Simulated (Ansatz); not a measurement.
A generator proposed this cell of Be₃S₂.

```
Be S
1.0
     3.25356   -3.25356    0.00000
     3.25356    3.25356    0.00000
    -3.25356    0.00000    3.87840
Be S
3 2
Direct
  0.00000 0.00000 0.00000
  0.99377 0.78778 0.57555
  0.21222 0.00623 0.42445
  0.21222 0.41822 0.42445
  0.58178 0.78778 0.57555
```

These are results of Ansatz, DFT PBE, scalar-relativistic, plane waves, PAW, not measurements. Cutoff 420 eV; k points 4×4×4 on the computed 5-atom cell (Γ-centred); Gaussian smearing, width 0.10 eV; no spin polarisation.

Formation energies are uncorrected and refer to the elements' standard structures at the same level.

Question: What does a single point on this coarse mesh give?

Answer: The pressure is 19.4 GPa (the mean over three directions, positive in compression), the largest force is 3.29 eV/Å, and the energy is +0.73 eV/atom against the elements. The shortest distance is 1.90 Å.

Question: How much does it gain on relaxing, and where does it end?

Answer: Relaxing gains about 1.2 eV/atom (the start's value is from the coarse mesh, so the gain is rough) in 28 ionic steps and ends at −0.48 eV/atom on the finer mesh. The symmetry goes from C2 (No. 5) to Imm2 (No. 44). The volume per atom shrinks by 2.1 %, from 16.4 to 16.1 Å³. The shortest distance goes from 1.90 Å (Be–S) to 1.99 Å (Be–S). Conventional cell: a = 3.377 Å, b = 7.747 Å, c = 6.144 Å. Be on a site of symmetry mm2 has 2 S at 1.99 Å and 4 Be at 2.23 Å; around Be on a site of symmetry m lie 3 S at 2.10–2.14 Å, 2 Be at 2.23 Å and 1 Be at 2.51 Å; S is surrounded by 4 Be at 1.99–2.14 Å.

The last run used a 12×12×12 mesh for its 5-atom cell and Gaussian smearing of 0.10 eV. The reference form of S is held partly by dispersion forces, which this level lacks. The relaxation can't lower the symmetry of the start. A later test with randomly moved atoms came back to the same energy, though modes that don't fit the test's cell weren't probed.
